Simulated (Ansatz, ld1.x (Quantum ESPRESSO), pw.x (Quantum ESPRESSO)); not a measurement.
## Mn (Z = 25) (bcc): variants of one RRKJ potential in the solid

Mn, norm-conserving RRKJ (Kleinman–Bylander form), made with ld1.x (Quantum ESPRESSO) 7.5 (PBEsol, scalar-relativistic). Core [Ar], reference 3d5 4s2 4p0. Waves: 4s (bound): rc 2.45 bohr; 4p (bound, empty): rc 2.25 bohr; 3d (bound): rc 1.15 bohr. Local part: all-electron potential smoothed inside 1.85 bohr (lloc = -1). Core correction: Bessel-smoothed model core, default radius (core density twice the valence density). rho0 = 0.005.

Crystal test: bcc Mn in pw.x 7.5, no spin, 17³ k-points, Fermi–Dirac smearing 0.01 Ry, cutoffs set for each file from its atomic test. The reference is all-electron LAPW (Ansatz 0.2.0) with the same functional, mesh and smearing; V0 and B0 come from Birch–Murnaghan fits to the pressures at five volumes. Errors are pseudo minus all-electron; Δ is the rms difference of the E(V) curves that follow from these fits, minima aligned, over ±6 % about the mean V0. Mesh and smearing are coarse, so the numbers serve the comparison and aren't converged zero-temperature values; the lattice is a test structure that the element need not adopt. Spin polarisation and strong correlation are left out, which matters for this element.

All-electron: a0 = 2.752 Å (V0 = 10.43 Å³/atom), B0 = 302.1 GPa.

Base: The largest radius (2.45 bohr) exceeds half the bond length (2.25 bohr), so the spheres overlap, which is one possible source of error among others. This is a poor potential for the solid. Atomic configuration tests: 1 of 7 tests not solved or not reliable. The logarithmic derivative shows an extra or strongly shifted pseudo pole above the reference energy (p near 1.71 Ry).

1 further variants are left out: they gave no file fit for a test, a broken result, the same result as the base, or pressures whose basis-set error rivals the error shown.

A dash in a converged row means that the minimum lies outside the volumes sampled.

| change | cutoffs (Ry) | pw.x | a0 (Å) | a0 error (%) | B0 error (%) | Δ (meV/atom) | mean pressure error (GPa) |
| --- | --- | --- | --- | --- | --- | --- | --- |
| base | 170/680 | converged | 2.737 | -0.55 | +1.5 | 11.4 | -4.96 |
| core correction Bessel-smoothed model core inside 1.32 bohr | 170/680 | converged | 2.737 | -0.55 | +1.5 | 11.4 | -4.95 |
| type ultrasoft; waves now 4s (bound): rcut 2.15, rcutus 2.45 bohr; 4s channel at 4.15 Ry: rcut 2.15, rcutus 2.45 bohr; 4p (bound): rcut 1.95, rcutus 2.25 bohr; 4p channel at 3.45 Ry: rcut 1.95, rcutus 2.25 bohr; 3d (bound): rcut 1.00, rcutus 1.15 bohr; 3d channel at 0.15 Ry: rcut 1.00, rcutus 1.15 bohr; local potential all-electron potential smoothed inside 0.90 bohr (lloc = -2); augmentation PSQ, inside the norm-conserving radii; rho0 0 | 170/900 | failed (c_bands: too many bands are not converged) | – | – | – | – | – |
| all radii but the core radius scaled by about 1.39 (s 3.42, p 3.14, d 1.60 bohr); local potential all-electron potential smoothed inside 2.58 bohr (lloc = -1) | 110/440 | converged | 2.767 | +0.54 | -1.2 | 11.2 | +5.07 |
| local potential the s channel | 170/680 | converged | – | – | – | – | +22.54 |
